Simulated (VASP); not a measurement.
Al: single point with PBE+D3(BJ)

Al:

```
Al
1.0
     0.00000    1.95013    1.95013
     1.95013    0.00000    1.95013
     1.95013    1.95013    0.00000
Al
1
Direct
  0.00000 0.00000 0.00000
```

The cell isn't the ideal one: a relaxed cell with its volume scaled by 0.94.

- Program: VASP 6.6.1
- Task: single point
- Functional: PBE
- Dispersion: D3(BJ)
- Potentials or basis: VASP PAW PBE potentials, release 64 (Al)
- Cutoff: 520 eV
- k mesh: 18 × 18 × 18
- Occupations: gaussian, width 0.1 eV
- Spin: no spin polarisation
- Further INCAR settings: ALGO = Normal; EDIFF = 1e-07

| Item | Value |
| --- | --- |
| Pressure | 6.1 GPa |
| Band gap on the k mesh | none (metal or under the smearing width) |
| Dispersion energy per atom | -0.376 eV |

Levels at points of the mesh, in eV from the Fermi level:
| k point | band 1 | band 2 | band 3 | band 4 | band 5 |
| --- | --- | --- | --- | --- | --- |
| (0.00, 0.00, 0.00) | -11.89 | 13.23 | 13.23 | 13.23 | 15.57 |
| (0.50, 0.00, 0.00) | -5.02 | -4.53 | 11.97 | 11.97 | 12.60 |
| (0.50, 0.50, 0.00) | -3.18 | -1.64 | 5.28 | 6.12 | 6.12 |

Wall time 14 s on 1 thread of AMD EPYC 7R13 Processor (Zen 3), with other jobs on the host, peak memory 0.12 GiB.

Caveat: pairwise dispersion overbinds metals, which lowers pressure and volume.
